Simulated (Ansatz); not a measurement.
# Te2Pt (Moncheite) (P-3m1) in Ansatz: single point with PBE0

Aim: the single point of Te2Pt (Moncheite) with PBE0.

Everything below comes from runs of Ansatz 0.2.0. Logs are shortened: lines on timing, memory, paths and dates and some standing lists are left out, and cuts for length are marked.

## 1. The crystal as given

The structure is trigonal, space group P-3m1 (No. 164). The conventional cell has a = 4.010 Å, b = 4.010 Å, c = 5.201 Å, α = 90.00°, β = 90.00°, γ = 120.00°. Pt (site symmetry -3m) is surrounded by 6 Te at 2.66 Å. Te (site symmetry 3m) is surrounded by 3 Pt at 2.66 Å.

## 2. Single point, PBE0

Input file input:

```
crystal:
  lattice:
    - [4.01, 0.0, 0.0]
    - [-2.005, 3.4727618692, 0.0]
    - [0.0, 0.0, 5.201]
  atoms:
    - { symbol: Pt, position: [0.0, 0.0, 0.0] }
    - { symbol: Te, position: [0.6666666667, 0.3333333333, 0.75] }
    - { symbol: Te, position: [0.3333333333, 0.6666666667, 0.25] }
hamiltonian:
  xc: pbe0
  pseudopotentials: { kind: paw }
kpoints:
  mp_grid: { grid: [6, 6, 4] }
scf:
  occupations: { method: fermi_dirac, width: 0.05 }
output:
  forces: true
  stress: true
  eigenvalues: true
  write_density: true
  write_potential: true
  elf: true
  volumetric_format: npy
```

Potentials or basis: Ansatz PAW.

Standard output:

```text
Warning: output.stress: scf.convergence.dr2_threshold = 1e-7 eV (the SCF's general default) is looser than the 3e-10 eV advised for a printed stress (1e-10 eV for each atom of the cell: 3). What an SCF threshold leaves in a stress goes as its square root, and in the free energy as the threshold itself, and one threshold admits the most on a small cell: of the crystals measured, under no hybrid functional and no lock of the moments, on runs that ended without the residual-converged pass, on stresses that held no estimate of that error, the worst erred by over 100 MPa in a component at 1e-7 eV an atom and by under 5 at 1e-10. Set scf.convergence.dr2_threshold to 3e-10 eV or tighter. The threshold is an SCF's pass mark: one that does not reach it within its budget of iterations ends unconverged, or closes short of it on a stop that the run arms, and scf.convergence.dr2_threshold's page says what that costs each kind of run
Warning: output.stress: scf.exx.energy_threshold = 1e-6 eV is looser than the 3e-8 eV advised for a stress under a hybrid functional (1e-8 eV for each atom of the cell: 3). Every SCF of the exchange loop can meet its threshold on dr2 while the loop round them stops early: no threshold on dr2 bounds what that leaves in the stress. Set scf.exx.energy_threshold to 3e-8 eV or tighter. The threshold is the loop's pass mark: a loop that does not reach it within its budget of cycles ends unconverged, and scf.exx.energy_threshold's page has the law
GPUs: using 1 of 1 available (devices: 1).
Engine: ansatz 0.2.0, x86_64-unknown-linux-gnu
Pseudopotentials: kind: paw
Pseudopotential: Pt, paw, valence charge 18, recommended cutoff 420 eV (normal), Pt.paw.azcp
Pseudopotential: Te, paw, valence charge 16, recommended cutoff 420 eV (normal), Te.paw.azcp
Functional definition: PBE0
  parameter a = 0.25
  parameter kappa = 0.804
  parameter beta = 0.06672455060314922
  exchange = (1 - a)*pbe_x(kappa = kappa, mu = beta*pi^2/3) + a*exact_x
  correlation = pbe_c(beta = beta)
device memory: the entry about to start is reckoned to put 0.9 GiB on a device that reports 74.5 GiB free (of which the cap on the GPU budget leaves the run 18.0 GiB)
GPU FFT provider: cuFFT
GPU libraries: cuBLAS 13.8.2, cuFFT 12.4.0, cuSOLVER 12.3.4
Crystal: 3 atoms, lattice volume = 72.428 Å³
Basis set: ecut = 420 eV, 1409 PW (Γ), exchange–correlation on 54×54×72 points (8 copies of the dense FFT grid, shifted against one another)
Bands: 30, of which v1, the nominal top of the filled ones, is band 25 counted from 1 (24 counted from 0)
Symmetry: 12 space group operations
Space group: P-3m1 (ITA 164), of the structure as read, at distance tolerance 4.2e-5 Å
k-points: 24 of 144
Non-local potential: Pt, projectors of the file, l = 0: 3, l = 1: 2, l = 2: 2, l = 3: 1
Non-local potential: Te, projectors of the file, l = 0: 2, l = 1: 2, l = 2: 2, l = 3: 2
PAW form: soft (Blöchl's): semilocal exchange-correlation on the pseudo side does not see the compensation charge
PAW frozen core: Pt, regenerated for the run's functional, and the local potential with it (the file was generated under x = pbe(κ = 0.804, μ = 0.2195149727645171), c = pbe(β = 0.06672455060314922))
PAW frozen core: Te, regenerated for the run's functional, and the local potential with it (the file was generated under x = pbe(κ = 0.804, μ = 0.2195149727645171), c = pbe(β = 0.06672455060314922))
PAW one-centre angular grid: Pt, 590 points (default); XC on 64 Gauss nodes
[... 83 lines left out ...]
SCF iter   1: F=—  HF=-26490.697048 eV  |F-HF|=—  |Δ(HF+E_count)|=         —  Δρ=1.61e-6  dr2=6.68e-10  ethr=2.59e-10  ⟨swp⟩=7.0  Hψ=1768  notcnv=0
preconditioner: auto → none  [insulator: Δε(μ)=0.367 eV  Ē_g=11.245 eV  σ=0.050 eV  W_gap=0.84  n_scr=22 (ndim 8)  ℏωp=20.5 eV  f_vac=0.014  D(μ)=0.24/eV (n_scr^D=0)]
SCF iter   2: F=-26490.697048 eV  HF=-26490.697048 eV  |F-HF|=2.07e-10  |Δ(HF+E_count)|=  2.15e-10  Δρ=7.94e-7  dr2=2.82e-10  ethr=1.61e-12 (applied; sched 1.31e-12)  ⟨swp⟩=4.6  Hψ=1769  notcnv=0  defer=5
SCF 5 converged in 2 iterations: F = -26490.697048 eV  dr2 = 2.82e-10
  Residual-converged pass: ⟨swp⟩=3.0  Hψ=1857  notcnv=0  max |occ|·‖R‖ = 2.6e-7 eV (tolerance 2.7e-7 eV)  dr2=2.82e-10  dr2_onsite=7.64e-12  max |Δocc| = 5.6e-14
hybrid outer 4: dexx = +3.612e-10 eV, tail = 5.94e-10 eV, Δε = 3.86e-5 eV (about 1.07e-5 eV left of the loop's levels), ΔF = 5.89e-5 eV/Å (tail 7.20e-5)
hybrid SCF converged: 4 outer / 23 inner (+10 warm-up), last move |dexx| = 3.61e-10 eV, tail = 5.94e-10 eV
Stability not checked: this state was not tested for a lower state beside it, because the functional holds exact exchange (a hybrid, or Hartree-Fock), whose exchange loop this test does not read (fock_operator; see scf.lower_state_search)
Free energy (F): -26490.697048 eV
Frozen-core exchange: fock
Harris-Foulkes:  -26490.697048 eV  (|F-HF|=2.07e-10)
Internal energy: -26490.694969 eV  (E = F + TS)
E sigma→0 (E₀):  -26490.696008 eV
Entropy (-TS):   -0.002078 eV (-0.693 meV/atom)
Fermi energy:    14.116177 eV
--- Per-component energies (eV) ---
  E_band       = -819.270555
  E_kinetic    = 1002.845287
  E_local      = -4533.685093  (includes V_loc(G=0)·N_el)
  E_nonlocal   = -422.660783
  E_hartree    = 2414.898935
  E_xc         = -395.429436
  E_vxc        = -397.076145  (∫ρ·V_xc dr)
  E_exx        = -175.308906  (= α·E_x^exact, valence–valence)
  E_paw        = -18728.003852  (= ΣΔE_a)
  E_vpaw       = -947.873035  (= ΣTr[D̂ρ^β])
  E_aug_tail   = -0.000143  (compensation charges beyond the density's cutoff)
  E_ewald      = -5650.971506
  E_core_change = -2.379473  (= ΣΔE_core)
  E_smearing   = -0.002078  (= −TS)
  E_closure    = 0.000001  (closes the sum)
  Σ components = -26490.697048   (vs F -26490.697048, Δ=0.00e0)
--- Forces (eV/Å), atoms counted from 1 ---
  atom   1  Pt    -0.00000000     0.00000000     0.00000000
  atom   2  Te     0.00000000    -0.00000000    -0.66262994
  atom   3  Te    -0.00000000     0.00000000     0.66262994
  max |Σ_I F_I| component: 1.11e-16 eV/Å
--- Stress (GPa, compression-positive) ---
        4.726465      -0.000000      -0.000000
        0.000000       4.726465       0.000000
       -0.000000       0.000000       4.977833
  P = ⅓ Tr σ = 4.8103 GPa (48.103 kbar)
--- Band table (eV; the first three rows and the last of 24) ---
  k-point 0: bands = ["-90.4073", "-43.3967", "-43.3967", "-43.2600", "-26.8266", "-26.8266", "-26.8122", "-26.8122", "-26.8104", "-26.8104", "-26.8046", "-26.7998", "-26.7938", "-26.7938", "-2.3399", "1.7006", "5.6097", "6.5094", "6.5094", "8.5243", "8.5243", "10.0340", "12.8926", "12.8926", "15.5729", "15.5729", "15.9126", "17.2973", "19.4466", "20.8092"]
  k-point 1: bands = ["-90.4073", "-43.3968", "-43.3968", "-43.2604", "-26.8245", "-26.8245", "-26.8134", "-26.8134", "-26.8106", "-26.8106", "-26.8040", "-26.8005", "-26.7944", "-26.7944", "-2.0463", "0.7517", "6.5516", "6.5516", "6.7356", "8.5013", "8.5013", "10.2586", "12.5427", "12.5427", "14.3989", "16.2166", "16.2166", "17.8399", "20.2918", "20.3793"]
  k-point 2: bands = ["-90.4073", "-43.3969", "-43.3969", "-43.2605", "-26.8217", "-26.8217", "-26.8147", "-26.8147", "-26.8117", "-26.8117", "-26.8026", "-26.8016", "-26.7949", "-26.7949", "-1.5432", "-0.2077", "6.5944", "6.5944", "7.7508", "8.4799", "8.4799", "11.1185", "12.0954", "12.2571", "12.2571", "16.9285", "16.9285", "18.8144", "19.7831", "19.7831"]
  k-point 23: bands = ["-90.4074", "-43.3961", "-43.3961", "-43.2585", "-26.8183", "-26.8183", "-26.8169", "-26.8168", "-26.8072", "-26.8072", "-26.8072", "-26.7993", "-26.7936", "-26.7936", "0.3790", "0.3790", "6.2856", "6.2856", "6.4899", "8.5998", "8.5998", "8.7485", "8.9117", "9.9343", "9.9343", "17.2447", "17.2447", "21.0584", "21.7698", "21.7698"]
```

rho_z.tsv:

```text
# z_ang	rho[e/angstrom^3]
# format = ansatz-planar-average/11
# lattice	4.010000000	0.000000000	0.000000000
# lattice	-2.005000000	3.472761869	0.000000000
# lattice	0.000000000	0.000000000	5.201000000
# sites	3
# site	78	0.000000000	0.000000000	0.000000000
# site	52	2.005000000	1.157587290	3.900750000
# site	52	0.000000000	2.315174579	1.300250000
0.000000	1.242434e0
0.144472	1.188047e0
0.288944	1.046700e0
0.433417	8.645351e-1
0.577889	7.054916e-1
0.722361	6.497889e-1
[... 28 lines left out ...]
4.912056	1.046700e0
5.056528	1.188047e0
```

Run time: 24 s. Hardware: 1 × NVIDIA H100 80GB HBM3 with 2 threads of AMD EPYC 7R13 (Zen 3), shared host; peak memory 3 GiB.

Results:

```yaml
Free_energy: -26490.6970 eV
Pressure: 4.8 GPa
Largest_force: 0.663 eV/Å
Band_gap_on_the_k_mesh: none (metal or under the smearing width)
```

Forces in eV/Å, atoms in the order of the input:
```
Pt   0.000  0.000  0.000
Te   0.000  0.000 -0.663
Te   0.000  0.000  0.663
```

Stress tensor (GPa, compression positive):
```
4.73 0.00 0.00
0.00 4.73 0.00
0.00 0.00 4.98
```

Levels at points of the mesh, in eV from the Fermi level:
```
             k point  band 23  band 24  band 25  band 26  band 27  band 28
  (0.00, 0.00, 0.00)    -1.22    -1.22     1.46     1.46     1.80     3.18
 (0.00, 0.00, -0.50)    -2.02    -1.86    -1.86     2.81     2.81     4.70
 (0.00, -0.50, 0.00)    -4.62    -4.48    -3.99     0.61     3.28     4.35
(0.00, -0.50, -0.50)    -4.72    -3.63    -1.42     0.96     1.96     5.00
```

Caveat: the PAW data sets come from PBE, with cores solved anew for the run's functional, which leaves a small shift of forces and pressure; the thresholds are loose for stress.
